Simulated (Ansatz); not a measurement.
The system is Al2O3.

```
Al O
1.0
     4.61378    0.00000    0.00000
     0.00000    9.56328    0.00000
     0.00000    0.00000    3.11986
Al O
4 6
Cartesian
  4.5352 7.8856 0.0000
  0.0785 1.6777 0.0000
  2.2283 6.4593 1.5599
  2.3854 3.1040 1.5599
  2.3069 4.7816 1.5599
  0.5704 7.2016 1.5599
  1.7365 2.4200 0.0000
  2.8773 7.1433 0.0000
  0.0000 0.0000 0.0000
  4.0434 2.3617 1.5599
```

Measurements of this composition are mostly on another form, of space group No. 167.

* Program: Ansatz 0.2.0
* Task: relaxation of cell and atoms
* Functional: LDA
* Potentials or basis: Ansatz PAW
* Cutoff: 420 eV (not typed: the program's choice for these potentials)
* k mesh: 5 × 3 × 7
* Occupations: fermi-dirac, width 0.05 eV
* Spin: no spin polarisation

At the start: volume 13.77 Å³/atom.

Question: How do energy, volume and symmetry change on relaxing?

Answer: It ends after 14 steps and the volume is 13.08 Å³/atom (-5.0 %); space group Pnnm (No. 58, to 0.05 Å).

The path:
```tsv
step	energy change (eV)	largest force (eV/Å)	volume (Å³)
1	0.0000	0.2026	137.66
2	-0.1518	0.1517	135.23
3	-0.2630	0.0936	132.51
4	-0.2820	0.0633	132.72
5	-0.3002	0.1823	133.94
6	-0.3176	0.0819	132.81
7	-0.3264	0.0505	131.81
8	-0.3280	0.0307	131.62
9	-0.3292	0.0055	131.41
10	-0.3295	0.0040	131.36
11	-0.3104	0.0038	131.36
12	-0.3135	0.0232	130.76
13	-0.3135	0.0073	130.78
14	-0.3111	0.0074	130.78
```

Final structure:
```xyz
10
Lattice="4.5926 0.0000 0.0000 0.0000 9.5728 0.0000 0.0000 0.0000 2.9746" Properties=species:S:1:pos:R:3 pbc="T T T"
Al    4.9878    7.9550    0.0000
Al   -0.3952    1.6178    0.0000
Al    2.6915    6.4042    1.4873
Al    1.9011    3.1686    1.4873
O     2.2963    4.7864    1.4873
O     1.2325    7.4408    1.4873
O     1.0638    2.6543    0.0000
O     3.5288    6.9185    0.0000
O     0.0000    0.0000    0.0000
O     3.3601    2.1321    1.4873
```

Caveat: the plane-wave basis is chosen anew once the cell has moved, so the energies of steps on either side of that aren't comparable; the pressure holds a Pulay correction of +0.7 GPa for the finite cutoff; the PAW data sets come from PBE, with cores solved anew for the run's functional, which leaves a small shift of forces and pressure.
